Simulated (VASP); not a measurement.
# KMgF3 (Pm-3m) in VASP: single point with PBE

Aim: the single point of KMgF3 with PBE.

Program: VASP 6.6.1. These are calculated values, not measurements. Logs are shortened: lines on timing, memory, paths and dates and some standing lists are left out, and cuts for length are marked.

## Step 1: Starting point

The structure is cubic, space group Pm-3m (No. 221). Conventional cell: a = 4.054 Å, b = 4.054 Å, c = 4.054 Å, α = 90.00°, β = 90.00°, γ = 90.00°. K (site symmetry m-3m) has 12 F at 2.87 Å as nearest neighbours. Mg (site symmetry m-3m) is surrounded by 6 F at 2.03 Å. F (site symmetry 4/mmm) is surrounded by 2 Mg at 2.03 Å.

The cell is a database's computed one.

## Step 2: Single point, PBE

File INCAR:

```
SYSTEM = KMgF3
PREC = Accurate
ENCUT = 520
EDIFF = 1E-6
ISMEAR = 0
SIGMA = 0.02
LREAL = .FALSE.
LASPH = .TRUE.
NELM = 100
ALGO = Normal
ISIF = 2
LWAVE = .FALSE.
LCHARG = .TRUE.
GGA = PE
LELF = .TRUE.
LVHAR = .TRUE.
NBANDS = 24
```

File KPOINTS:

```
Automatic mesh
0
G
  6 6 6
  0 0 0
```

File POSCAR:

```
KMgF3
1.0
    4.0538823376      0.0000000000      0.0000000000
    0.0000000000      4.0538823376      0.0000000000
    0.0000000000      0.0000000000      4.0538823376
K Mg F
1 1 3
Direct
    0.5000000000      0.5000000000      0.5000000000
    0.0000000000      0.0000000000      0.0000000000
    0.0000000000      0.5000000000      0.0000000000
    0.0000000000      0.0000000000      0.5000000000
    0.5000000000      0.0000000000      0.0000000000
```

Potentials or basis: VASP PAW PBE potentials, release 64 (K_sv, Mg, F).

Command:

```
> cat potpaw_PBE.64/K_sv/POTCAR potpaw_PBE.64/Mg/POTCAR potpaw_PBE.64/F/POTCAR > POTCAR
> mpirun -np 1 vasp_std > vasp.out
```

OUTCAR:

```text
SYSTEM = KMgF3
   PREC = Accurate
   ENCUT = 520
   EDIFF = 1E-6
   ISMEAR = 0
   LREAL = .FALSE.
   LASPH = .TRUE.
   NELM = 100
   ISIF = 2
   GGA = PE

 ion  position               nearest neighbor table
   1  0.500  0.500  0.500-   2 3.51   2 3.51   2 3.51   2 3.51   2 3.51   2 3.51   2 3.51   2 3.51

   2  0.000  0.000  0.000-   3 2.03   4 2.03   5 2.03   4 2.03   3 2.03   5 2.03   1 3.51   1 3.51
                             1 3.51   1 3.51   1 3.51   1 3.51   1 3.51   1 3.51
   3  0.000  0.500  0.000-   2 2.03   2 2.03
   4  0.000  0.000  0.500-   2 2.03   2 2.03
   5  0.500  0.000  0.000-   2 2.03   2 2.03

  LATTYP: Found a simple cubic cell.
 ALAT       =     4.0538823376

  Lattice vectors:

 A1 = (   4.0538823376,   0.0000000000,   0.0000000000)
 A2 = (   0.0000000000,   4.0538823376,   0.0000000000)
 A3 = (   0.0000000000,   0.0000000000,   4.0538823376)

Analysis of symmetry for initial positions (statically):
=====================================================================
 Subroutine PRICEL returns:
 Original cell was already a primitive cell.

 Routine SETGRP: Setting up the symmetry group for a
 simple cubic supercell.

 Subroutine GETGRP returns: Found 48 space group operations
 (whereof 48 operations were pure point group operations)
 out of a pool of 48 trial point group operations.

The static configuration has the point symmetry O_h .

Analysis of symmetry for dynamics (positions and initial velocities):
=====================================================================
 Subroutine PRICEL returns:
 Original cell was already a primitive cell.

 Routine SETGRP: Setting up the symmetry group for a
 simple cubic supercell.

 Subroutine GETGRP returns: Found 48 space group operations
 (whereof 48 operations were pure point group operations)
 out of a pool of 48 trial point group operations.

The dynamic configuration has the point symmetry O_h .

 Subroutine INISYM returns: Found 48 space group operations
 (whereof 48 operations are pure point group operations),
 and found     1 'primitive' translations

----------------------------------------------------------------------------------------

                                     Primitive cell

  volume of cell :      66.6213

  direct lattice vectors                    reciprocal lattice vectors
     4.053882338  0.000000000  0.000000000     0.246677115  0.000000000  0.000000000
     0.000000000  4.053882338  0.000000000     0.000000000  0.246677115  0.000000000
     0.000000000  0.000000000  4.053882338     0.000000000  0.000000000  0.246677115

  length of vectors
     4.053882338  4.053882338  4.053882338     0.246677115  0.246677115  0.246677115

  position of ions in fractional coordinates (direct lattice)
     0.500000000  0.500000000  0.500000000
     0.000000000  0.000000000  0.000000000
     0.000000000  0.500000000  0.000000000
     0.000000000  0.000000000  0.500000000
     0.500000000  0.000000000  0.000000000

  ion indices of the primitive-cell ions
   primitive index   ion index
                 1           1
                 2           2
                 3           3
                 4           4
                 5           5

----------------------------------------------------------------------------------------

 KPOINTS: Automatic mesh

Automatic generation of k-mesh.
 Grid dimensions read from file:
 generate k-points for:    6    6    6

 Generating k-lattice:

  Cartesian coordinates                     Fractional coordinates (reciprocal lattice)
     0.041112853  0.000000000  0.000000000     0.166666667  0.000000000  0.000000000
     0.000000000  0.041112853  0.000000000     0.000000000  0.166666667  0.000000000
     0.000000000  0.000000000  0.041112853     0.000000000  0.000000000  0.166666667

  Length of vectors
     0.041112853  0.041112853  0.041112853

  Shift w.r.t. Gamma in fractional coordinates (k-lattice)
     0.000000000  0.000000000  0.000000000

 Subroutine IBZKPT returns following result:
 ===========================================

 Found     20 irreducible k-points:

 Following reciprocal coordinates:
            Coordinates               Weight
  0.000000  0.000000  0.000000      1.000000
  0.166667  0.000000  0.000000      6.000000
  0.333333  0.000000  0.000000      6.000000
  0.500000  0.000000  0.000000      3.000000
  0.166667  0.166667  0.000000     12.000000
  0.333333  0.166667  0.000000     24.000000
[... 12 lines left out ...]
  0.500000  0.500000  0.333333      6.000000
  0.500000  0.500000  0.500000      1.000000
   k-points           NKPTS =     20   k-points in BZ     NKDIM =     20   number of bands    NBANDS=     24
   number of dos      NEDOS =    301   number of ions     NIONS =      5
   total plane-waves  NPLWV =  27000
   dimension x,y,z NGX =    30 NGY =   30 NGZ =   30
   dimension x,y,z NGXF=    60 NGYF=   60 NGZF=   60
   ions per type =               1   1   3
   NGX,Y,Z   is equivalent  to a cutoff of  12.30, 12.30, 12.30 a.u.
   NGXF,Y,Z  is equivalent  to a cutoff of  24.61, 24.61, 24.61 a.u.
 SYSTEM =  KMgF3
   PREC   = accura    normal or accurate (medium, high low for compatibility)
   ISTART =      0    job   : 0-new  1-cont  2-samecut
   ICHARG =      2    charge: 1-file 2-atom 10-const
   ISPIN  =      1    spin polarized calculation?
   LNONCOLLINEAR =      F non collinear calculations
   LSORBIT =      F    spin-orbit coupling
   LASPH  =      T    aspherical Exc in radial PAW
   ENCUT  =  520.0 eV  38.22 Ry    6.18 a.u.   7.54  7.54  7.54*2*pi/ulx,y,z
   NELM   =    100;   NELMIN=  2; NELMDL= -5     # of ELM steps
   EDIFF  = 0.1E-05   stopping-criterion for ELM
   LREAL  =      F    real-space projection
   EDIFFG = 0.1E-04   stopping-criterion for IOM
   NSW    =      0    number of steps for IOM
   IBRION =     -1    ionic relax: 0-MD 1-quasi-New 2-CG
   NFREE  =      0    steps in history (QN), initial steepest desc. (CG)
   ISIF   =      2    stress and relaxation
   ISYM   =      2    0-nonsym 1-usesym 2-fastsym
   POTIM  = 0.5000    time-step for ionic-motion
   TEBEG  =    0.0;   TEEND  =   0.0 temperature during run
   PSTRESS=    0.0 pullay stress
   NELECT =      32.0000    total number of electrons
   NUPDOWN=      -1.0000    fix difference up-down
   EMIN   =  10.00;   EMAX   =-10.00  energy-range for DOS
   EFERMI =   0.00;   METHOD = LEGACY
   ISMEAR =     0;   SIGMA  =   0.02  broadening in eV -4-tet -1-fermi 0-gaus
   EFERMI_NEDOS =   21; number of points for ismear=-14 and -15
   IALGO  =     38    algorithm
   IMIX   =      4    mixing-type and parameters
     AMIX     =   0.40;   BMIX     =  1.00
     AMIX_MAG =   1.60;   BMIX_MAG =  1.00
  volume/ion in A,a.u.               =      13.32        89.92
  Fermi-wavevector in a.u.,A,eV,Ry     =   1.282095  2.422809 22.364831  1.643769
  Thomas-Fermi vector in A             =   2.414427
   LORBIT       =      0    0 simple, 1 ext, 2 COOP (PROOUT), +10 PAW based schemes
   GGA     = PE    functional components
   LHFCALC =     F    Hartree Fock is set to
   AEXX    =    0.0000 exact exchange contribution
   IVDW    =     0    specifies the selected vdW correction
   LEPSILON=     F    determine dielectric tensor
   LRPA    =     F    only Hartree local field effects (RPA)
 non-spin polarized calculation
 Gauss-broadening in eV      SIGMA  =   0.02
  energy-cutoff  :      520.00
  volume of cell :       66.62
 maximum number of plane-waves:      1856
   NGX = 15   NGY = 15   NGZ = 15

 number of electron      31.9999960 magnetization

 Free energy of the ion-electron system (eV)
  ---------------------------------------------------
  ext. energy  EPLUGINS =         0.00000000
  ---------------------------------------------------
  free energy    TOTEN  =       -24.44983484 eV

  energy without entropy =      -24.44983484  energy(sigma->0) =      -24.44983484

 E-fermi :  -1.7510     XC(G=0):  -9.4347

 val. band max:       -1.8492419216   @ k =   0.5000   0.5000   0.5000
 cond. band min:       5.0815227379   @ k =   0.0000   0.0000   0.0000
 fundamental gap:      6.9307646595
 Fermi energy:        -1.7509524883

 k-point     1 :       0.0000    0.0000    0.0000
  band No.  band energies     occupation
      1     -27.6091      2.00000
      2     -21.8380      2.00000
      3     -21.2486      2.00000
      4     -21.2486      2.00000
      5     -11.0943      2.00000
      6     -11.0943      2.00000
[... 16 lines left out ...]
     23      11.5787      0.00000
     24      14.4652      0.00000

 k-point     2 :       0.1667    0.0000    0.0000
  band No.  band energies     occupation
      1     -27.6039      2.00000
      2     -21.8092      2.00000
      3     -21.2821      2.00000
      4     -21.2473      2.00000
      5     -11.0940      2.00000
      6     -11.0834      2.00000
[... 16 lines left out ...]
     23      11.5753      0.00000
     24      14.3418      0.00000

 k-point     3 :       0.3333    0.0000    0.0000
  band No.  band energies     occupation
      1     -27.5935      2.00000
      2     -21.7385      2.00000
      3     -21.3612      2.00000
      4     -21.2433      2.00000
      5     -11.0932      2.00000
      6     -11.0614      2.00000
[... 16 lines left out ...]
     23      11.6285      0.00000
     24      14.0067      0.00000
[... 406 lines left out ...]
 k-point    19 :       0.5000    0.5000    0.3333
  band No.  band energies     occupation
      1     -27.5647      2.00000
      2     -21.4240      2.00000
      3     -21.4171      2.00000
      4     -21.4171      2.00000
      5     -11.2269      2.00000
      6     -11.2269      2.00000
[... 16 lines left out ...]
     23      12.4460      0.00000
     24      12.4460      0.00000

 k-point    20 :       0.5000    0.5000    0.5000
  band No.  band energies     occupation
      1     -27.5620      2.00000
      2     -21.4136      2.00000
      3     -21.4136      2.00000
      4     -21.4136      2.00000
      5     -11.2483      2.00000
      6     -11.2483      2.00000
[... 16 lines left out ...]
     23      12.6373      0.00000
     24      12.8135      0.00000

------------------------ aborting loop because EDIFF is reached ----------------------------------------

  FORCE on cell =-STRESS in cart. coord.  units (eV):
  Direction    XX          YY          ZZ          XY          YZ          ZX
  --------------------------------------------------------------------------------------
  -------------------------------------------------------------------------------------
  Total       -0.1654854     -0.1654854     -0.1654854     -0.0000000      0.0000000     -0.0000000
  in kB       -3.9797589     -3.9797589     -3.9797589     -0.0000000      0.0000000     -0.0000000
  external PRESSURE =      -3.9797589 kB  Pullay stress =       0.0000000 kB

 VOLUME and BASIS-vectors are now :
 -----------------------------------------------------------------------------
  energy-cutoff  :      520.00
  volume of cell :       66.62
      direct lattice vectors                 reciprocal lattice vectors
     4.053882338  0.000000000  0.000000000     0.246677115  0.000000000  0.000000000
     0.000000000  4.053882338  0.000000000     0.000000000  0.246677115  0.000000000
     0.000000000  0.000000000  4.053882338     0.000000000  0.000000000  0.246677115

 POSITION                                       TOTAL-FORCE (eV/Angst)
 -----------------------------------------------------------------------------------
      2.02694      2.02694      2.02694         0.000000      0.000000      0.000000
      0.00000      0.00000      0.00000         0.000000      0.000000      0.000000
      0.00000      2.02694      0.00000         0.000000      0.000000      0.000000
      0.00000      0.00000      2.02694         0.000000      0.000000      0.000000
      2.02694      0.00000      0.00000         0.000000      0.000000      0.000000
 -----------------------------------------------------------------------------------
    total drift:                                0.000000     -0.000000      0.000000

  FREE ENERGIE OF THE ION-ELECTRON SYSTEM (eV)
  ---------------------------------------------------
  free  energy   TOTEN  =       -24.4498348351 eV

  energy  without entropy=      -24.4498348351  energy(sigma->0) =      -24.44983484
```

It took 18 s on 1 thread of Intel Xeon Platinum 8488C (Sapphire Rapids), shared host; peak memory 0.18 GiB.

Results:

```
Free energy            : -24.4498 eV
Pressure               : -0.4 GPa
Band gap on the k mesh : 6.93 eV, indirect (least direct gap 7.25 eV)
```

Levels at points of the mesh, in eV from the valence-band top:
```tsv
k point	band 13	band 14	band 15	band 16	band 17	band 18	band 19	band 20
(0.00, 0.00, 0.00)	-0.58	-0.32	-0.32	-0.32	6.93	10.01	10.01	12.10
(0.50, 0.00, 0.00)	-0.80	-0.80	-0.50	-0.50	9.80	9.94	10.99	12.57
(0.50, 0.50, 0.00)	-0.95	-0.85	-0.85	-0.02	10.61	11.44	12.16	12.16
(0.50, 0.50, 0.50)	-1.08	0.00	0.00	0.00	10.24	10.24	10.24	13.57
```
